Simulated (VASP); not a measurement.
Write the native input for VASP 6.6.1 that does the following.

```yaml
Task: relaxation of cell and atoms
Functional: RPBE
Dispersion: D4
Potentials_or_basis: VASP PAW PBE potentials, release 64 (C)
Cutoff: 600 eV
k_mesh: 13 × 13 × 13
Occupations: fermi-dirac, width 0.05 eV
Spin: no spin polarisation
Further_INCAR_settings: ALGO = Normal; EDIFF = 1e-07; IBRION = 2; EDIFFG = -0.01; NSW = 60; ISIF = 3
```

The structure of C lies in POSCAR:

```
C
1.0
    0.0000000000      1.7833700000      1.7833700000
    1.7833700000      0.0000000000      1.7833700000
    1.7833700000      1.7833700000      0.0000000000
C
2
Direct
    0.7500000000      0.7500000000      0.7500000000
    0.5000000000      0.5000000000      0.5000000000
```

This isn't the form of C at room conditions, which is graphite.

The input as run:

INCAR

```
SYSTEM = C
PREC = Accurate
ENCUT = 600
EDIFF = 1E-7
ISMEAR = -1
SIGMA = 0.05
LREAL = .False.
LASPH = .True.
NELM = 60
ALGO = Normal
ISIF = 3
LWAVE = .False.
LCHARG = .False.
GGA = RP
IVDW = 13
IBRION = 2
NSW = 60
EDIFFG = -0.01
```

KPOINTS

```
regular mesh
0
Gamma
  13 13 13
  0 0 0
```

Potentials or basis: VASP PAW PBE potentials, release 64 (C).

The run is started by

```sh
$ cat potpaw_PBE.64/C/POTCAR > POTCAR
$ mpirun -np 1 vasp_std > vasp.out
```

It gave:

The relaxed volume is 5.59 Å³/atom. The relaxed cell is a = 2.510 Å, b = 2.510 Å, c = 2.510 Å, α = 60.00°, β = 60.00°, γ = 60.00° and the space group after relaxing (to 0.05 Å) is Fd-3m (No. 227). The energy gained by relaxing is 1.6 meV/atom and the ionic steps are 3. The pressure after relaxing is 0.0 GPa, the band gap on the k mesh is 4.17 eV, indirect (least direct gap 5.63 eV) and the dispersion energy per atom is -0.539 eV.

Caveat: the PAW data sets were made with another functional, which shifts forces and pressure a little; an odd mesh through Γ misses points on the zone boundary, where band edges often lie.

It took 37 s on 1 thread of AMD EPYC 7R43 64-Core Processor (Zen 3) (shared host), peak memory 0.08 GiB.
